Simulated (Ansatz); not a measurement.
Crystal: WC (Qusongite).

```xyz
2
Lattice="2.9065 0.0000 0.0000 -1.4532 2.5171 0.0000 0.0000 0.0000 2.8366" Properties=species:S:1:pos:R:3 pbc="T T T"
W     0.0000    0.0000    0.0000
C     1.4533    0.8390    1.4183
```

Program: Ansatz 0.2.0. Alike in all runs: cell as given; basis error allowed 0.001 eV/atom.

**Question.** Order these runs on this cell by their pressure, lowest first.
A. level PBE; potentials or basis all-electron LAPW, scalar-relativistic; spin off; k mesh 10 × 10 × 9; cutoff (eV) 335; smearing gaussian 0.027 eV; mesh quality not flagged
B. level PBEsol; potentials or basis all-electron LAPW, scalar-relativistic; spin off; k mesh 6 × 6 × 5; cutoff (eV) 335; smearing fermi-dirac 0.03 eV; mesh quality coarse
C. level RPBE; potentials or basis all-electron LAPW, scalar-relativistic; spin off; k mesh 10 × 10 × 9; cutoff (eV) 334; smearing fermi-dirac 0.05 eV; mesh quality not flagged
D. level LDA; potentials or basis all-electron LAPW, relativistic spinors; spin SOC, no magnetisation; k mesh 7 × 7 × 7; cutoff (eV) 336; smearing fermi-dirac 0.05 eV; mesh quality coarse
E. level BLYP; potentials or basis all-electron LAPW, scalar-relativistic; spin off; k mesh 10 × 10 × 9; cutoff (eV) 335; smearing fermi-dirac 0.05 eV; mesh quality not flagged

**Answer.** D (-9.7 GPa), B (-3.1 GPa), A (5.7 GPa), C (10.1 GPa), E (18.6 GPa).

Caveats: some runs use coarse meshes; the k mesh is thin for a metal, which can move the energy by tens of meV per atom (some runs); so large a pressure means that the cell lies far from this level's equilibrium, or that cutoff or potentials fall short (some runs).

Not every run made on this cell is shown here.
